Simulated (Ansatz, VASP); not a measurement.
Two plane-wave programs on KF

The input POSCAR:

```
KF
1.0
    0.0000000000      2.6365980131      2.6365980131
    2.6365980131      0.0000000000      2.6365980131
    2.6365980131      2.6365980131      0.0000000000
K F
1 1
Direct
    0.0000000000      0.0000000000      0.0000000000
    0.5000000000      0.5000000000      0.5000000000
```

Contents of INCAR.step1:

```
SYSTEM = KF
PREC = Accurate
ENCUT = 520
ISMEAR = -1
SIGMA = 0.02
LREAL = .FALSE.
LASPH = .TRUE.
NELM = 80
NBANDS = 15
GGA = PE
ALGO = Normal
EDIFF = 1E-4
LWAVE = .TRUE.
LCHARG = .FALSE.
```

INCAR.step2

```
SYSTEM = KF
PREC = Accurate
ENCUT = 520
EDIFF = 1E-8
ISMEAR = -1
SIGMA = 0.02
LREAL = .FALSE.
LASPH = .TRUE.
NELM = 80
ALGO = Normal
ISIF = 2
LWAVE = .FALSE.
LCHARG = .FALSE.
METAGGA = R2SCAN
LMIXTAU = .TRUE.
LEFG = .TRUE.
NBANDS = 15
ISTART = 1
```

File KPOINTS:

```
regular mesh
0
G
  9 9 9
  0 0 0
```

Input for Ansatz:

```yaml
crystal:
  lattice:
    - [0.0, 2.6365980131, 2.6365980131]
    - [2.6365980131, 0.0, 2.6365980131]
    - [2.6365980131, 2.6365980131, 0.0]
  atoms:
    - { symbol: K, position: [0.0, 0.0, 0.0] }
    - { symbol: F, position: [0.5, 0.5, 0.5] }
kpoints:
  mp_grid: { grid: [9, 9, 9] }
scf:
  occupations: { method: fermi_dirac, width: 0.02 }
hamiltonian:
  xc: r2scan
  pseudopotentials: { kind: paw }
output:
  forces: true
  stress: true
  eigenvalues: true
  efg: { contact_densities: true }
```

Change from the starting cell: volume scaled by 0.98, PAW files.

Alike in both runs: task electric field gradients; functional r2SCAN; k mesh 9 × 9 × 9; occupations fermi-dirac, width 0.02 eV; no spin polarisation.

|  | VASP | Ansatz |
| --- | --- | --- |
| version | VASP 6.6.1 | Ansatz 0.2.0 |
| potentials or method | VASP PAW PBE potentials, release 64 (K_sv, F) | PAW with Ansatz's default frozen-core files, scalar-relativistic |
| plane-wave cutoff (eV) | 520 | 500 |
| valence electrons in the cell | 16 | 16 |

VASP gave:

* gap on the k mesh at the Fermi level (eV): 7.05
* pressure (GPa): 0.9
* Vzz of the field gradient on the site that differs most (V/Å²): 0.0

Problem. Estimate Ansatz's values.

Solution. gap on the k mesh at the Fermi level (eV): 7.05; pressure (GPa): 1.0; Vzz of the field gradient on the site that differs most (V/Å²): 0.0.

With one functional, cell and mesh, what is left measures potentials, basis and numerics.

Caveats: the PAW data sets were made with another functional, which shifts forces and pressure a little (VASP); an odd mesh through Γ misses points on the zone boundary, where band edges often lie.
